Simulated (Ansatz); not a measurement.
## AlN: rigid cleavage

Theory: DFT PBE, scalar-relativistic, plane waves, PAW (Ansatz 0.2.0). Settings: plane waves to 420 eV, k-mesh 8×8×2 (Γ-centred), Gaussian smearing 0.05 eV. No spin polarisation. Energies are free energies at this smearing, counted from the undisturbed cell; pressure is positive in compression.

The starting cell (as given, not relaxed at this level; it stands at 4.9 GPa; this zinc-blende form isn't the usual structure):

```yaml
crystal:
  lattice:
    - [2.18399, -2.18399, 0.00000]
    - [2.18399, 0.00000, -2.18399]
    - [8.73597, 8.73597, 8.73597]
  atoms:
    - { symbol: Al, position: [0.66667, 0.66667, 0.06247] }
    - { symbol: Al, position: [0.00000, 0.00000, 0.89580] }
    - { symbol: Al, position: [0.33333, 0.33333, 0.22913] }
    - { symbol: Al, position: [0.66667, 0.66667, 0.56247] }
    - { symbol: Al, position: [0.00000, 0.00000, 0.39580] }
    - { symbol: Al, position: [0.33333, 0.33333, 0.72913] }
    - { symbol: N, position: [0.66667, 0.66667, 0.43747] }
    - { symbol: N, position: [0.00000, 0.00000, 0.27080] }
    - { symbol: N, position: [0.33333, 0.33333, 0.60413] }
    - { symbol: N, position: [0.66667, 0.66667, 0.93747] }
    - { symbol: N, position: [0.00000, 0.00000, 0.77080] }
    - { symbol: N, position: [0.33333, 0.33333, 0.10413] }
```

The cut lies on the cell's a–b face, a (1 -1 1) plane (indices in the standard cell, whose axes needn't be the Cartesian ones shown) of area 8.26 Å², between layers 1.89 Å apart. Vector c is lengthened by d along the normal with the atoms' Cartesian places fixed: one unrelaxed cut a cell.

| d (Å) | energy (J/m²) |
| --- | --- |
| -0.30 | 2.31 |
| -0.15 | 0.49 |
| 0.00 | 0.00 |
| 0.25 | 0.53 |
| 0.50 | 1.68 |
| 0.75 | 2.93 |
| 1.00 | 4.09 |
| 1.50 | 5.91 |
| 2.00 | 7.00 |
| 3.00 | 7.75 |
| 4.50 | 7.91 |
| 6.00 | 7.95 |

(1) Predict the gap on the mesh (eV) at each point.

Results:

(1)
```csv
d (Å),gap on the mesh (eV)
-0.30,2.85
-0.15,3.14
0.00,3.33
0.25,2.73
0.50,1.96
0.75,1.29
1.00,0.74
1.50,0.00
2.00,0.00
3.00,0.00
4.50,0.00
6.00,0.00
```
Where the gap reads zero the k-mesh, chosen for the insulator, is on the coarse side.

Cost: 12 runs of about 1.8 core-minutes in all, on Intel Xeon Platinum 8488C (Sapphire Rapids) (shared hosts).